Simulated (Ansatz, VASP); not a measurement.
## Two plane-wave programs on SiC

The input INCAR:

```
  PREC = Accurate
  ENCUT = 520
  EDIFF = 1E-7
  ISMEAR = 0
  SIGMA = 0.01
  LREAL = False
  LASPH = True
  NELM = 100
  ALGO = Normal
  ISIF = 2
  LWAVE = False
  LCHARG = False
  NBANDS = 26
```

Contents of KPOINTS:

```
Automatic mesh
0
Gamma
  12 12 4
```

File POSCAR:

```
SiC
1.0
    3.0775549649      0.0000000000      0.0000000000
   -1.5387774824      2.6652407811      0.0000000000
    0.0000000000      0.0000000000     10.0767216789
Si C
4 4
Direct
    0.6666666667      0.3333333333      0.9378415300
    0.3333333333      0.6666666667      0.4378415300
    0.0000000000      0.0000000000      0.6878903910
    0.0000000000      0.0000000000      0.1878903910
    0.6666666667      0.3333333333      0.7498007685
    0.3333333333      0.6666666667      0.2498007685
    0.0000000000      0.0000000000      0.5004663105
    0.0000000000      0.0000000000      0.0004663105
```

Input for Ansatz:

```yaml
crystal:
  lattice:
    - [3.0775549649, 0.0, 0.0]
    - [-1.5387774824, 2.6652407811, 0.0]
    - [0.0, 0.0, 10.0767216789]
  atoms:
    - { symbol: Si, position: [0.6666666667, 0.3333333333, 0.93784153] }
    - { symbol: Si, position: [0.3333333333, 0.6666666667, 0.43784153] }
    - { symbol: Si, position: [0.0, 0.0, 0.687890391] }
    - { symbol: Si, position: [0.0, 0.0, 0.187890391] }
    - { symbol: C, position: [0.6666666667, 0.3333333333, 0.7498007685] }
    - { symbol: C, position: [0.3333333333, 0.6666666667, 0.2498007685] }
    - { symbol: C, position: [0.0, 0.0, 0.5004663105] }
    - { symbol: C, position: [0.0, 0.0, 0.0004663105] }
kpoints:
  mp_grid: { grid: [12, 12, 4] }
  band_path:
    path:
      - [0.0, 0.0, 0.0]
      - [0.5, 0.0, 0.0]
      - [0.3333333333, 0.3333333333, 0.0]
      - [0.0, 0.0, 0.5]
      - [0.5, 0.0, 0.5]
      - [0.3333333333, 0.3333333333, 0.5]
      - [0.0, 0.5, 0.0]
    npoints: 1
hamiltonian:
  xc: lda
scf:
  occupations: { method: fixed }
  n_extra_bands: 6
output:
  forces: true
  stress: true
  eigenvalues: true
```

Alike in both runs: task single point; functional LDA; k mesh 12 × 12 × 4; no spin polarisation.

|  | VASP | Ansatz |
| --- | --- | --- |
| version | VASP 6.6.1 | Ansatz 0.2.0 |
| potentials or method | VASP PAW LDA potentials, release 64 (Si, C) | plane waves, PAW |
| plane-wave cutoff (eV) | 520 | 420 |
| occupations | gaussian, width 0.01 eV | fixed |
| valence electrons in the cell | 32 | 32 |

VASP gave:

- gap on the k mesh at the Fermi level (eV): 2.17
- pressure (GPa): -3.8

**Question.** Which values does Ansatz return?

**Answer.** gap on the k mesh at the Fermi level (eV): 2.18; pressure (GPa): -4.2.

A k mesh can miss the band edges. As with any semilocal functional, this LDA gap is likely too small.
